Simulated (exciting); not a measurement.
Crystal: CdS (Hawleyite).

```xyz
2
Lattice="0.0000 2.9165 2.9165 2.9165 0.0000 2.9165 2.9165 2.9165 0.0000" Properties=species:S:1:pos:R:3 pbc="T T T"
Cd    0.0000    0.0000    0.0000
S     4.3748    4.3748    4.3748
```

Base run:

| Quantity | Value |
| --- | --- |
| Program | exciting (release sodium) |
| Functional | PBE |
| Potentials or basis | all-electron LAPW+lo, shipped species files, valence relativity iora* |
| rgkmax | 7.5 |
| k mesh | 8 × 8 × 8 |
| Occupations | fermi-dirac, width 0.05 eV |
| Spin | no spin polarisation |

Its results: band gap on the k mesh 1.14 eV, direct.

Task: After a change of settings the same cell gave: band gap on the k mesh 0.86 eV, direct. Which change was it?
A. occupations from fermi-dirac, width 0.05 eV to gaussian, width 0.011 eV
B. k mesh from 8 × 8 × 8 to 6 × 6 × 6; spin from no spin polarisation to spin-orbit coupling, no magnetisation
C. functional from PBE to LDA

Result: C.

Caveats: the tetrahedron DOS on this energy grid can lose part of the weight of narrow d or f bands (some runs).

Not every run made on this cell is shown here.
